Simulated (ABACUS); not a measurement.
The system is Al2Au.

```xyz
3
Lattice="0.0000 3.0000 3.0000 3.0000 0.0000 3.0000 3.0000 3.0000 0.0000" Properties=species:S:1:pos:R:3 pbc="T T T"
Au    0.0000    0.0000    0.0000
Al    4.5000    4.5000    4.5000
Al    1.5000    1.5000    1.5000
```

Base run:

* Program: ABACUS 3.10.1
* Functional: PBE
* Potentials or basis: PseudoDojo NC SR 0.4.1 PBE standard
* Cutoff: 1361 eV
* Density cutoff: 5442 eV
* Basis: DZP LCAO (the cutoffs set its grid)
* k mesh: 6 × 6 × 6
* Occupations: fermi-dirac, width 0.05 eV
* Spin: no spin polarisation

Its results: band gap on the k mesh none (metal or under the smearing width); pressure 4.3 GPa.

The run is repeated on the same cell with these changes: cutoff from 1361 eV to 1034 eV; density cutoff from 5442 eV to 4136 eV; basis from DZP LCAO (the cutoffs set its grid) to plane waves. What comes out?

Band gap on the k mesh none (metal or under the smearing width); pressure 3.3 GPa.

Caveats: the atomic orbitals were generated for these runs and aren't a published set (some runs); the basis of atomic orbitals isn't converged, which shifts pressures, moduli and gaps (some runs).
